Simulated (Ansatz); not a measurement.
# CuO: relaxation of cell and atoms with PBEsol

CuO:

```
Cu O
1.0
     3.17953    0.00000    0.00000
    -1.58977    2.75356    0.00000
     0.00000    0.00000    4.43149
Cu O
2 2
Direct
  0.00000 0.00000 0.00000
  0.00000 0.00000 0.50000
  0.33333 0.66667 0.25000
  0.66667 0.33333 0.75000
```

Measurements of this composition are mostly on another form, of space group No. 15.

```
Program               : Ansatz 0.2.0
Task                  : relaxation of cell and atoms
Functional            : PBEsol
Potentials or basis   : Ansatz PAW
Cutoff                : 420 eV (not typed: the program's choice for these potentials)
k mesh                : 10 × 10 × 6
Occupations           : fermi-dirac, width 0.05 eV
Spin                  : no spin polarisation
Target pressure (GPa) : 0
```

```
Relaxed volume                         : 9.23 Å³/atom
Relaxed cell                           : a = 2.912 Å, b = 2.912 Å, c = 5.027 Å, α = 90.00°, β = 90.00°, γ = 120.00°
Space group after relaxing (to 0.05 Å) : P6_3/mmc (No. 194)
Energy gained by relaxing              : 181.2 meV/atom
Ionic steps                            : 12
Pressure after relaxing                : 0.0 GPa
Band gap on the k mesh                 : none (metal or under the smearing width)
```

Step by step:
| step | energy change (eV) | largest force (eV/Å) | volume (Å³) |
| --- | --- | --- | --- |
| 1 | 0.0000 | 0.0000 | 38.80 |
| 2 | -0.4605 | 0.0000 | 37.69 |
| 3 | -0.6747 | 0.0000 | 36.63 |
| 4 | -0.6857 | 0.0000 | 37.40 |
| 5 | -0.6945 | 0.0000 | 36.81 |
| 6 | -0.6944 | 0.0000 | 36.83 |
| 7 | -0.7200 | 0.0000 | 36.83 |
| 8 | -0.7241 | 0.0000 | 36.88 |
| 9 | -0.7241 | 0.0000 | 36.91 |
| 10 | -0.7249 | 0.0000 | 36.91 |
| 11 | -0.7249 | 0.0000 | 36.91 |
| 12 | -0.7249 | 0.0000 | 36.91 |

Final structure:
```
CELL_PARAMETERS angstrom
2.91183 0.00000 0.00000
-1.45591 2.52172 0.00000
0.00000 0.00000 5.02725
ATOMIC_POSITIONS crystal
Cu 0.00000 0.00000 0.00000
Cu 0.00000 0.00000 0.50000
O 0.33333 0.66667 0.25000
O 0.66667 0.33333 0.75000
```

Levels at points of the mesh, in eV from the Fermi level:
```tsv
k point	band 23	band 24	band 25	band 26	band 27	band 28
(0.00, 0.00, 0.00)	-1.88	-1.08	0.53	0.53	1.30	5.87
(0.00, 0.00, -0.50)	-0.34	-0.34	-0.34	-0.34	4.11	4.11
(0.00, -0.50, 0.00)	-1.47	-1.39	0.37	0.56	6.26	7.86
(0.00, -0.50, -0.50)	-0.57	-0.57	-0.44	-0.44	5.87	5.87
```

It took 24 s on 2 threads of Arm Neoverse V1, on a shared host, peak memory 0.36 GiB.

Caveat: the plane-wave basis is chosen anew once the cell has moved, so the energies of steps on either side of that aren't comparable; the pressure holds a Pulay correction of +0.9 GPa for the finite cutoff; the run has no spin polarisation, though such a crystal can be magnetic; semilocal functionals often make such compounds metallic where correlation or magnetic order opens a gap, which also shifts bond lengths; the PAW data sets come from PBE, with cores solved anew for the run's functional, which leaves a small shift of forces and pressure. With open d or f shells a metallic result of PBEsol can be an artefact of self-interaction; +U or a hybrid may open a gap.
